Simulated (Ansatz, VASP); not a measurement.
Te: VASP beside Ansatz

```
Te
1.0
     2.29925    1.31978    1.69095
    -2.31256    1.34284    1.69095
     0.01331   -2.66263    1.69095
Te
1
Cartesian
  0.0000 0.0000 2.5364
```

This isn't the form of Te at room conditions, which is trigonal, of chains.

Alike in both runs: functional PBEsol; k mesh 7 × 7 × 7; occupations fermi-dirac, width 0.05 eV; no spin polarisation.

```csv
,VASP,Ansatz
version,VASP 6.6.1,Ansatz 0.2.0
potentials or method,"VASP PAW PBE potentials, release 64 (Te)",Ansatz PAW
plane-wave cutoff (eV),520,420
valence electrons in the cell,6,16
task,single point,band structure
```

```csv
,VASP,Ansatz,Ansatz less VASP
gap on the k mesh at the Fermi level (eV),none,none,-
pressure (GPa),-0.4,-0.5,-0.04
largest component of the traceless stress (GPa),0.37,0.39,+0.013
```

A gap of «none» marks a metal or a gap that the smearing closes. The two sets of potentials don't hold the same shells in valence.

Caveats: the PAW data sets were made with another functional, which shifts forces and pressure a little (VASP); spin-orbit coupling is left out, which moves the levels of the heavy elements (Ansatz); the PAW data sets come from PBE, with cores solved anew for the run's functional, which leaves a small shift of forces and pressure (Ansatz). The runs have no spin-orbit coupling, so splittings on Te are missing.
